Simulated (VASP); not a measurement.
Runs of VASP 6.6.1 on SiC. It takes space group Fm-3m (No. 225, cubic). The conventional cell has a = 3.858 Å, b = 3.858 Å, c = 3.858 Å, α = 90.00°, β = 90.00°, γ = 90.00°. C (site symmetry m-3m) has 6 Si at 1.93 Å as nearest neighbours. Around Si (site symmetry m-3m) lie 6 C at 1.93 Å. The cell was built by a generator and needn't be a form met in nature.

```csv
level,cell,k mesh,gap on the mesh (eV),pressure (GPa)
r2SCAN,"Fm-3m, 7.18 Å³/atom",20 × 20 × 20,0.38,46.4
r2SCAN,"Fm-3m, 8.37 Å³/atom",18 × 18 × 18,none,(a)
PBE,"Fm-3m, 9.1 Å³/atom",8 × 8 × 8,none,-16.4
r2SCAN,"Fm-3m, 6.85 Å³/atom",20 × 20 × 20,0.79,69.9
```

Alike in all rows: task single point; potentials or basis VASP PAW PBE potentials, release 64 (C, Si); no spin polarisation; cutoff (eV) 520; smearing gaussian 0.05 eV.

Question: Fill in the values left out.

Answer: (a) -5.7.

Caveats: the PAW data sets were made with another functional, which shifts forces and pressure a little (some runs); a pressure of tens of GPa on the cell as given is suspect, and the run, the potentials or the cell itself is likely at fault (some runs); so large a pressure means that the cell lies far from this level's equilibrium, or that cutoff or potentials fall short (some runs).

A k mesh can miss the band edges.

A gap of «none» marks a metal or a gap under the smearing width.
